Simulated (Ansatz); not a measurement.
Pb (Fm-3m) under several functionals

Plane-wave DFT in Ansatz with scalar-relativistic PAW potentials. The same structure was relaxed (cell and atoms, symmetry kept) in separate runs at each level. No spin polarisation.

| level | cutoff (eV) | k mesh | V (Å³/atom) | a (Å) | B0 (GPa) |
| --- | --- | --- | --- | --- | --- |
| PBEsol | 420 | 14×14×14 | 30.025 | 4.934 | 48 |
| r2SCAN | 500 | 14×14×14 | 31.167 | 4.996 | 44 |
| PBE | 420 | 14×14×14 | 32.044 | 5.042 | 39 |

**Question.** Where does PBE+D3(BJ) (420 eV, k mesh 14×14×14) fall?

**Answer.** V (Å³/atom) 30.489, a (Å) 4.959, B0 (GPa) 45. Its volume is between those of PBEsol and r2SCAN. The usual order of volumes, PBEsol < PBE, holds here (30.025, 32.044 Å³/atom). As a rule PBEsol, built on the gradient expansion of slowly varying densities, lies between LDA and PBE; PBE's stronger gradient term for exchange weakens bonds. Adding D3 to PBE changes the volume by -4.9 %; the term is attractive, so it pulls cells in. In metals the pairwise form ignores screening by the conduction electrons, so it can pull in too far. r2SCAN lies 2.7 % under PBE in volume. B0 goes from 47.7 to 38.9 GPa as the volume grows by 6.7 %; on one curve with B' = 5.2 the volume alone, B ∝ V^(−B'), would give 34.0 GPa, and the rest of the difference is the functional's own stiffness.

Spin–orbit coupling is left out, which can shift energies with elements as heavy as these. An atom lies near a switch of its D3 coefficient C6 between reference coordination numbers, so the dispersion energy changes steeply there and can make or shift the minimum.